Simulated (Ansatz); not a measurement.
**Structure types of Li compared at 30 GPa**

Structure types of Li are relaxed in primitive cells with their symmetry kept at 30 GPa, on PAW files; LAPW relaxes the small cells further and takes the PAW cell for the others (marked *). The enthalpy is E + pV at zero temperature, without zero-point motion. Only the types listed were tried, and differences under about 5 meV/atom are mesh noise. The real phase may be another.

Level of theory: DFT with PBE, scalar-relativistic, in Ansatz 0.2.0; Fermi–Dirac smearing of 0.08 eV, no spin polarisation. LAPW: all electrons, basis error target 0.5 meV/atom; PAW: frozen-core files, cutoff 420 eV.

k meshes: fcc 19×19×19, bcc 20×20×20, hcp 18×18×10, sc 17×17×17, beta tin 19×19×19, hP4 11×11×7.

Q: Which type is lowest in enthalpy, and by how much?

A: fcc, 0 meV/atom below dhcp, which is within the noise of the k meshes. The whole table:

```tsv
start type	ends as	a, b, c (Å)	V (Å³/atom)	H − H(lowest), LAPW (meV/atom)	same, PAW
fcc	fcc, Fm-3m	3.439, 3.439, 3.439	10.17	0.0	0.0
bcc	bcc, Im-3m	2.734, 2.734, 2.734	10.21	10.0	9.9
hcp	hcp, P6_3/mmc	2.419, 2.419, 4.016	10.18	0.8	0.8
sc	sc, Pm-3m	2.141, 2.141, 2.141	9.82	67.5	67.8
beta tin	beta tin, I4_1/amd	4.140, 4.140, 2.321	9.94	40.3	40.4
hP4*	dhcp, P6_3/mmc	2.407, 2.407, 8.107	10.17	0.5	0.5
```
